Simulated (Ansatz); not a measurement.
**Au: a tetragonal deformation path**

An exercise on one series of results from a longer session: the logs are not shown, and one member is left open.

The COD cell was measured well above room temperature, so it is larger than a cold one.

Method: DFT PBE, scalar-relativistic, plane waves, PAW, in Ansatz 0.2.0.

## The structure to begin with

Symmetry: Fm-3m, No. 225, cubic system. The conventional cell has a = 4.091 Å, b = 4.091 Å, c = 4.091 Å, α = 90.00°, β = 90.00°, γ = 90.00°. Around Au (site symmetry m-3m) lie 12 Au at 2.89 Å.

As a file:

```
Au
1.0
     0.00000    2.04550    2.04550
     2.04550    0.00000    2.04550
     2.04550    2.04550    0.00000
Au
1
Direct
  0.00000 0.00000 0.00000
```

The cell is taken as given, not relaxed at this level.

## The reference cell

Reference values: F = -13149.3101 eV; pressure 7.87 GPa; largest force 0.000 eV/Å; gap on the mesh none (metal). It was computed beforehand with the settings of the runs below.

Set-up of the first run:

At fixed volume and fractional coordinates, lengths along (0.000, 0.000, 1.000) are scaled against those across it; ρ is that ratio over its starting value.

Contents of input.yaml:

```yaml
crystal:
  lattice:
    - [0.0, 2.2961117053, 1.6233509757]
    - [2.2961117053, 0.0, 1.6233509757]
    - [2.2961117053, 2.2961117053, 0.0]
  atoms:
    - { symbol: Au, position: [0.0, 0.0, 0.0] }
basis:
  ecutwfc: 420
kpoints:
  mp_grid: { grid: [22, 22, 22] }
hamiltonian:
  xc: pbe
scf:
  occupations: { method: gaussian, width: 0.15 }
output:
  forces: true
  stress: true
  eigenvalues: true
```

The run is started by

```
$ ansatz run input.yaml --threads 1 --pin off --max-ram 2560MiB --backend cpu --events-out ev --progress --plain --runs-dir out
```

Steps of the session up to this table: Point ρ = 0.707; Point ρ = 1.414; ρ = 0.850; ρ = 1.200; At ρ = 0.780; At ρ = 1.300; Point ρ = 0.920; ρ = 1.100; ρ = 0.650; Point ρ = 1.500; At ρ = 0.960; At ρ = 1.050.

One of the session's tables, all rows but one given; the rest of the session is left out.

```
    ρ  ΔE (meV/atom)  pressure (GPa)
0.650           20.3             8.3
0.707           21.8             8.2
0.780           19.4             8.2
0.850           13.7             8.2
0.920            6.1             8.0
0.960            1.7             7.9
1.000            0.0             7.9
1.050            3.1             8.0
1.100           13.5             8.3
1.200           64.7            10.6
1.300          167.4            14.9
1.414              ?               ?
1.500          538.2            29.6
```

Q: Estimate the row for ρ = 1.414 from the others.

Worked estimate for «ΔE (meV/atom)». A straight line through the neighbours (1.300, 167.4) and (1.500, 538.2) gives 167.4 + (538.2 − 167.4) × (1.414 − 1.300) / (1.500 − 1.300) = 378.8; a parabola fitted to 3 rows on both sides gives 351.7.

**Answer.** ΔE (meV/atom): 354.0; pressure (GPa): 22.4. In «ΔE (meV/atom)» the line misses by +24.8 and the parabola by -2.3.
